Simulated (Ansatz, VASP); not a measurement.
# MgO: VASP beside Ansatz

```
CELL_PARAMETERS angstrom
3.28822 0.00000 0.00000
-1.64411 2.84768 0.00000
0.00000 0.00000 5.23574
ATOMIC_POSITIONS crystal
Mg 0.33333 0.66667 0.99538
Mg 0.66667 0.33333 0.49538
O 0.33333 0.66667 0.37962
O 0.66667 0.33333 0.87962
```

Change from the starting cell: uniaxial_z strain +4.0%.

Alike in both runs: task single point; functional PBE; k mesh 12 × 12 × 6; occupations fermi-dirac, width 0.02 eV; no spin polarisation.

|  | VASP | Ansatz |
| --- | --- | --- |
| version | VASP 6.6.1 | Ansatz 0.2.0 |
| potentials or method | VASP PAW PBE potentials, release 64 (Mg, O) | plane waves, PAW |
| plane-wave cutoff (eV) | 520 | 420 |
| valence electrons in the cell | 16 | 32 |

```tsv
	VASP	Ansatz	Ansatz less VASP
gap on the k mesh at the Fermi level (eV)	3.47	3.48	+0.017
pressure (GPa)	-0.7	-0.4	+0.39
largest component of the traceless stress (GPa)	1.52	1.53	+0.004
```

The two sets of potentials don't hold the same shells in valence.

A k mesh can miss the band edges.
